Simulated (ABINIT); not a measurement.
# KTaO3 (Pm-3m) in ABINIT: notebook

One crystal, KTaO3, is run at these levels: PBE; tasks: single point.

All numbers are computed with ABINIT 10.8.3 (patched build); they aren't measurements. Logs are shortened: lines on timing, memory, paths and dates and some standing lists are left out, and cuts for length are marked. The log counts tension as positive stress, the text compression.

### 1 Starting point

The structure is cubic, space group Pm-3m (No. 221). Conventional cell: a = 3.988 Å, b = 3.988 Å, c = 3.988 Å, α = 90.00°, β = 90.00°, γ = 90.00°. Ta (site symmetry m-3m) is surrounded by 6 O at 1.99 Å. K (site symmetry m-3m) is surrounded by 12 O at 2.82 Å. O (site symmetry 4/mmm) has 2 Ta at 1.99 Å as nearest neighbours.

### 2 Single point, PBE

The input, run.abi:

```
pp_dirpath "./"
pseudos "Ta_ONCV_PBE-1.2.upf, K_ONCV_PBE-1.2.upf, O_ONCV_PBE-1.2.upf"

acell 3*1.0 Angstrom
rprim
     3.9883000000     0.0000000000     0.0000000000
     0.0000000000     3.9883000000     0.0000000000
     0.0000000000     0.0000000000     3.9883000000
ntypat 3
znucl 73 19 8
natom 5
typat 1 2 3 3 3
xred
     0.0000000000     0.0000000000     0.0000000000
     0.5000000000     0.5000000000     0.5000000000
     0.0000000000     0.0000000000     0.5000000000
     0.0000000000     0.5000000000     0.0000000000
     0.5000000000     0.0000000000     0.0000000000

ecut 1142.878222 eV

kptopt 1
ngkpt 7 7 7
nshiftk 1
shiftk 0.0 0.0 0.0

ixc 11

nband 33
occopt 3
tsmear 0.00183747

nstep 100
tolvrs 1.0e-10

iomode 3
prtwf 0
prteig 0
prtebands 0
prtden 1
prtvha 1
prtvclmb 1
prtpot 1
prtelf 1
```

Potentials or basis: SG15 NC PBE v1.2.

Run with:

```console
$ abinit run.abi > log 2>&1
```

run.abo:

```text
.Version 10.8.3 of ABINIT
 Symmetries : space group Pm -3 m (#221); Bravais cP (primitive cubic)
================================================================================
 Values of the parameters that define the memory need of the present run
     intxc =       0    ionmov =       0      iscf =       7    lmnmax =       8
     lnmax =       8     mgfft =      45  mpssoang =       4    mqgrid =    3001
     natom =       5  nloc_mem =       1    nspden =       1   nspinor =       1
    nsppol =       1      nsym =      48    n1xccc =       0    ntypat =       3
    occopt =       3   xclevel =       2
       mpw =        5604          nfft =       91125          nkpt =          20
================================================================================
================================================================================

--------------------------------------------------------------------------------
------------- Echo of variables that govern the present computation ------------
--------------------------------------------------------------------------------
 -outvars: echo values of preprocessed input variables --------
            acell      1.8897261259E+00  1.8897261259E+00  1.8897261259E+00 Bohr
              amu      1.80947900E+02  3.90983000E+01  1.59994000E+01
             ecut      4.20000000E+01 Hartree
              ixc          11
         kptrlatt        7    0    0      0    7    0      0    0    7
          kptrlen      5.27575630E+01
            natom           5
            nband          33
            ngfft          45      45      45
             nkpt          20
            nstep         100
             nsym          48
           ntypat           3
           occopt           3
        prtebands           0
           prteig           0
           prtelf           1
           prtpot           1
         prtvclmb           1
           prtvha           1
            prtwf           0
            rprim      3.9883000000E+00  0.0000000000E+00  0.0000000000E+00
                       0.0000000000E+00  3.9883000000E+00  0.0000000000E+00
                       0.0000000000E+00  0.0000000000E+00  3.9883000000E+00
          spgroup         221
           tolvrs      1.00000000E-10
           tsmear      1.83747000E-03 Hartree
            typat      1  2  3  3  3
           xangst      0.0000000000E+00  0.0000000000E+00  0.0000000000E+00
                       1.9941500000E+00  1.9941500000E+00  1.9941500000E+00
                       0.0000000000E+00  0.0000000000E+00  1.9941500000E+00
                       0.0000000000E+00  1.9941500000E+00  0.0000000000E+00
                       1.9941500000E+00  0.0000000000E+00  0.0000000000E+00
            xcart      0.0000000000E+00  0.0000000000E+00  0.0000000000E+00
                       3.7683973540E+00  3.7683973540E+00  3.7683973540E+00
                       0.0000000000E+00  0.0000000000E+00  3.7683973540E+00
                       0.0000000000E+00  3.7683973540E+00  0.0000000000E+00
                       3.7683973540E+00  0.0000000000E+00  0.0000000000E+00
             xred      0.0000000000E+00  0.0000000000E+00  0.0000000000E+00
                       5.0000000000E-01  5.0000000000E-01  5.0000000000E-01
                       0.0000000000E+00  0.0000000000E+00  5.0000000000E-01
                       0.0000000000E+00  5.0000000000E-01  0.0000000000E+00
                       5.0000000000E-01  0.0000000000E+00  0.0000000000E+00
            znucl       73.00000   19.00000    8.00000

================================================================================

 chkinp: Checking input parameters for consistency.

================================================================================
== DATASET  1 ==================================================================

--- !DatasetInfo
iteration_state: {dtset: 1, }
dimensions: {natom: 5, nkpt: 20, mband: 33, nsppol: 1, nspinor: 1, nspden: 1, mpw: 5604, }
cutoff_energies: {ecut:  42.0, pawecutdg:  -1.0, }
electrons: {nelect:   5.40000000E+01, charge:   0.00000000E+00, occopt:   3.00000000E+00, tsmear:   1.83747000E-03, }
meta: {optdriver: 0, ionmov: 0, optcell: 0, iscf: 7, paral_kgb: 0, }
...

 Exchange-correlation functional for the present dataset will be:
  GGA: Perdew-Burke-Ernzerhof functional - ixc=11
  J.P.Perdew, K.Burke, M.Ernzerhof, PRL 77, 3865 (1996)

 Real(R)+Recip(G) space primitive vectors, cartesian coordinates (Bohr,Bohr^-1):
 R(1)=  7.5367947  0.0000000  0.0000000  G(1)=  0.1326824  0.0000000  0.0000000
 R(2)=  0.0000000  7.5367947  0.0000000  G(2)=  0.0000000  0.1326824  0.0000000
 R(3)=  0.0000000  0.0000000  7.5367947  G(3)=  0.0000000  0.0000000  0.1326824
[... 93 lines left out ...]
- [ -0.00000000E+00,  -0.00000000E+00,  -0.00000000E+00, ]
- [ -0.00000000E+00,  -0.00000000E+00,  -0.00000000E+00, ]
- [ -0.00000000E+00,  -0.00000000E+00,  -0.00000000E+00, ]
- [ -0.00000000E+00,  -0.00000000E+00,  -0.00000000E+00, ]
force_length_stats: {min:   0.00000000E+00, max:   0.00000000E+00, mean:   0.00000000E+00, }
...

 Integrated electronic density in atomic spheres:
 ------------------------------------------------
 Atom  Sphere_radius  Integrated_density
    1        2.00000         22.88988063
    2        2.00000          6.95601388
    3        2.00000          6.36022420
    4        2.00000          6.36022420
    5        2.00000          6.36022420
================================================================================

 ----iterations are completed or convergence reached----

 Mean square residual over all n,k,spin=   60.029E-08; max=  99.957E-06
 reduced coordinates (array xred) for    5 atoms
       0.000000000000      0.000000000000      0.000000000000
       0.500000000000      0.500000000000      0.500000000000
       0.000000000000      0.000000000000      0.500000000000
       0.000000000000      0.500000000000      0.000000000000
       0.500000000000      0.000000000000      0.000000000000
 rms dE/dt=  0.0000E+00; max dE/dt=  0.0000E+00; dE/dt below (all hartree)
    1       0.000000000000      0.000000000000      0.000000000000
    2       0.000000000000      0.000000000000      0.000000000000
    3       0.000000000000      0.000000000000      0.000000000000
    4       0.000000000000      0.000000000000      0.000000000000
    5       0.000000000000      0.000000000000      0.000000000000

 cartesian coordinates (angstrom) at end:
    1      0.00000000000000     0.00000000000000     0.00000000000000
    2      1.99415000000000     1.99415000000000     1.99415000000000
    3      0.00000000000000     0.00000000000000     1.99415000000000
    4      0.00000000000000     1.99415000000000     0.00000000000000
    5      1.99415000000000     0.00000000000000     0.00000000000000

 cartesian forces (hartree/bohr) at end:
    1     -0.00000000000000    -0.00000000000000    -0.00000000000000
    2     -0.00000000000000    -0.00000000000000    -0.00000000000000
    3     -0.00000000000000    -0.00000000000000    -0.00000000000000
    4     -0.00000000000000    -0.00000000000000    -0.00000000000000
    5     -0.00000000000000    -0.00000000000000    -0.00000000000000
 frms,max,avg= 0.0000000E+00 0.0000000E+00   0.000E+00  0.000E+00  0.000E+00 h/b

 cartesian forces (eV/Angstrom) at end:
    1     -0.00000000000000    -0.00000000000000    -0.00000000000000
    2     -0.00000000000000    -0.00000000000000    -0.00000000000000
    3     -0.00000000000000    -0.00000000000000    -0.00000000000000
    4     -0.00000000000000    -0.00000000000000    -0.00000000000000
    5     -0.00000000000000    -0.00000000000000    -0.00000000000000
 frms,max,avg= 0.0000000E+00 0.0000000E+00   0.000E+00  0.000E+00  0.000E+00 e/A
 length scales=  1.889726125908  1.889726125908  1.889726125908 bohr
              =  1.000000000000  1.000000000000  1.000000000000 angstroms
 Fermi (or HOMO) energy (hartree) =   0.19989   Average Vxc (hartree)=  -0.41419
 Eigenvalues (hartree) for nkpt=  20  k points:
 kpt#   1, nband= 33, wtk=  0.00292, kpt=  0.0000  0.0000  0.0000 (reduced coord)
  -2.31824   -1.08965   -1.08965   -1.08965   -0.84436   -0.54892   -0.54581   -0.54581
  -0.54581   -0.54469   -0.54469   -0.54469   -0.48347   -0.45777   -0.45777   -0.23991
  -0.23991   -0.23991    0.07096    0.07096    0.07096    0.12061    0.12061    0.12061
   0.13658    0.13658    0.13658    0.23987    0.23987    0.23987    0.40360    0.41205
   0.41205
      occupation numbers for kpt#   1
   2.00000    2.00000    2.00000    2.00000    2.00000    2.00000    2.00000    2.00000
   2.00000    2.00000    2.00000    2.00000    2.00000    2.00000    2.00000    2.00000
   2.00000    2.00000    2.00000    2.00000    2.00000    2.00000    2.00000    2.00000
   2.00000    2.00000    2.00000    0.00000    0.00000    0.00000    0.00000    0.00000
   0.00000
 prteigrs : prtvol=0 or 1, do not print more k-points.

--- !EnergyTerms
iteration_state     : {dtset: 1, }
comment             : Components of total free energy in Hartree
kinetic             :  1.43510936020238E+02
hartree             :  1.01587816184645E+02
xc                  : -3.52429366464273E+01
Ewald energy        : -2.25705218654817E+02
psp_core            :  1.51283993025538E+01
local_psp           : -2.66410446469779E+02
non_local_psp       : -5.78093103642054E+01
internal            : -3.24940760627793E+02
'-kT*entropy'       : -1.41693725439418E-12
total_energy        : -3.24940760627794E+02
total_energy_eV     : -8.84208854450576E+03
band_energy         : -2.34250881239271E+01
...

 Cartesian components of stress tensor (hartree/bohr^3)
  sigma(1 1)= -1.57891943E-04  sigma(3 2)=  0.00000000E+00
  sigma(2 2)= -1.57891943E-04  sigma(3 1)=  0.00000000E+00
  sigma(3 3)= -1.57891943E-04  sigma(2 1)=  0.00000000E+00

-Cartesian components of stress tensor (GPa)         [Pressure=  4.6453E+00 GPa]
- sigma(1 1)= -4.64534135E+00  sigma(3 2)=  0.00000000E+00
- sigma(2 2)= -4.64534135E+00  sigma(3 1)=  0.00000000E+00
- sigma(3 3)= -4.64534135E+00  sigma(2 1)=  0.00000000E+00

== END DATASET(S) ==============================================================
================================================================================

 -outvars: echo values of variables after computation  --------
            acell      1.8897261259E+00  1.8897261259E+00  1.8897261259E+00 Bohr
           etotal     -3.2494076063E+02
            fcart     -0.0000000000E+00 -0.0000000000E+00 -0.0000000000E+00
                      -0.0000000000E+00 -0.0000000000E+00 -0.0000000000E+00
                      -0.0000000000E+00 -0.0000000000E+00 -0.0000000000E+00
                      -0.0000000000E+00 -0.0000000000E+00 -0.0000000000E+00
                      -0.0000000000E+00 -0.0000000000E+00 -0.0000000000E+00
            rprim      3.9883000000E+00  0.0000000000E+00  0.0000000000E+00
                       0.0000000000E+00  3.9883000000E+00  0.0000000000E+00
                       0.0000000000E+00  0.0000000000E+00  3.9883000000E+00
           strten     -1.5789194321E-04 -1.5789194321E-04 -1.5789194321E-04
                       0.0000000000E+00  0.0000000000E+00  0.0000000000E+00
           xangst      0.0000000000E+00  0.0000000000E+00  0.0000000000E+00
                       1.9941500000E+00  1.9941500000E+00  1.9941500000E+00
                       0.0000000000E+00  0.0000000000E+00  1.9941500000E+00
                       0.0000000000E+00  1.9941500000E+00  0.0000000000E+00
                       1.9941500000E+00  0.0000000000E+00  0.0000000000E+00
             xred      0.0000000000E+00  0.0000000000E+00  0.0000000000E+00
                       5.0000000000E-01  5.0000000000E-01  5.0000000000E-01
                       0.0000000000E+00  0.0000000000E+00  5.0000000000E-01
                       0.0000000000E+00  5.0000000000E-01  0.0000000000E+00
                       5.0000000000E-01  0.0000000000E+00  0.0000000000E+00
 Calculation completed.
```

It took 3 min on 1 thread of Arm Neoverse V2, shared host; peak memory 0.13 GiB.

Results:

```yaml
Free_energy: -8842.0885 eV
Pressure: 4.6 GPa
Band_gap_on_the_k_mesh: 2.26 eV, indirect (least direct gap 2.81 eV)
Valence_electrons_inside_the_program's_atomic_spheres: Ta 22.89; K 6.96; O 6.36
```

Caveat: spin-orbit coupling is left out, which moves the levels of the heavy elements; an odd mesh through Γ misses points on the zone boundary, where band edges often lie.

### 3 Single point, PBE

run.abi, as its differences from that of step 2:

```diff
@@ -1,3 +1,3 @@
 pp_dirpath "./"
-pseudos "Ta_ONCV_PBE-1.2.upf, K_ONCV_PBE-1.2.upf, O_ONCV_PBE-1.2.upf"
+pseudos "Ta.upf, K.upf, O.upf"
 
@@ -19,3 +19,3 @@
 
-ecut 1142.878222 eV
+ecut 1251.723767 eV
```

Potentials or basis: Ansatz NC PBE.

Run with:

```console
$ abinit run.abi > log 2>&1
```

run.abo:

```text
[... set-up lines left out ...]
 ETOT  1  -370.77323072830    -3.708E+02 1.039E+00 9.139E+03
 ETOT  2  -364.32904788983     6.444E+00 8.198E-02 6.055E+04
 ETOT  3  -376.03116832087    -1.170E+01 5.345E-02 5.092E+02
 ETOT  4  -376.07781121808    -4.664E-02 1.233E-02 3.465E+02
 ETOT  5  -376.08248756583    -4.676E-03 1.373E-03 2.984E+02
 ETOT  6  -376.09946824391    -1.698E-02 3.271E-03 1.217E+02
 ETOT  7  -376.11116269718    -1.169E-02 9.046E-03 3.048E+01
 ETOT  8  -376.11539584441    -4.233E-03 6.410E-03 2.255E+00
 ETOT  9  -376.11563295754    -2.371E-04 5.650E-03 4.893E-02
 ETOT 10  -376.11564055422    -7.597E-06 9.691E-04 2.423E-03
 ETOT 11  -376.11564066402    -1.098E-07 4.445E-04 8.753E-04
 ETOT 12  -376.11564081885    -1.548E-07 1.792E-04 3.690E-07
 ETOT 13  -376.11564081893    -8.515E-11 9.882E-05 5.290E-09
 ETOT 14  -376.11564081893     5.230E-12 8.991E-05 3.348E-10
[... 149 lines left out ...]

== END DATASET(S) ==============================================================
================================================================================

 -outvars: echo values of variables after computation  --------
            acell      1.8897261259E+00  1.8897261259E+00  1.8897261259E+00 Bohr
           etotal     -3.7611564082E+02
            fcart     -0.0000000000E+00 -0.0000000000E+00 -0.0000000000E+00
                      -0.0000000000E+00 -0.0000000000E+00 -0.0000000000E+00
                      -0.0000000000E+00 -0.0000000000E+00 -0.0000000000E+00
                      -0.0000000000E+00 -0.0000000000E+00 -0.0000000000E+00
                      -0.0000000000E+00 -0.0000000000E+00 -0.0000000000E+00
            rprim      3.9883000000E+00  0.0000000000E+00  0.0000000000E+00
                       0.0000000000E+00  3.9883000000E+00  0.0000000000E+00
                       0.0000000000E+00  0.0000000000E+00  3.9883000000E+00
           strten     -1.8671326899E-04 -1.8671326899E-04 -1.8671326899E-04
                       0.0000000000E+00  0.0000000000E+00  0.0000000000E+00
           xangst      0.0000000000E+00  0.0000000000E+00  0.0000000000E+00
                       1.9941500000E+00  1.9941500000E+00  1.9941500000E+00
                       0.0000000000E+00  0.0000000000E+00  1.9941500000E+00
                       0.0000000000E+00  1.9941500000E+00  0.0000000000E+00
                       1.9941500000E+00  0.0000000000E+00  0.0000000000E+00
             xred      0.0000000000E+00  0.0000000000E+00  0.0000000000E+00
                       5.0000000000E-01  5.0000000000E-01  5.0000000000E-01
                       0.0000000000E+00  0.0000000000E+00  5.0000000000E-01
                       0.0000000000E+00  5.0000000000E-01  0.0000000000E+00
                       5.0000000000E-01  0.0000000000E+00  0.0000000000E+00
 Calculation completed.
```

Wall time 4.2 min (1 thread of Arm Neoverse V2, shared host); peak memory 0.15 GiB.

Results:

```
Free energy                                           : -10234.6280 eV
Pressure                                              : 5.5 GPa
Band gap on the k mesh                                : 2.29 eV, indirect (least direct gap 2.84 eV)
Valence electrons inside the program's atomic spheres : Ta 23.02; K 6.98; O 6.33
```

Caveat: spin-orbit coupling is left out, which moves the levels of the heavy elements; an odd mesh through Γ misses points on the zone boundary, where band edges often lie.

[end of part 1 of 2]
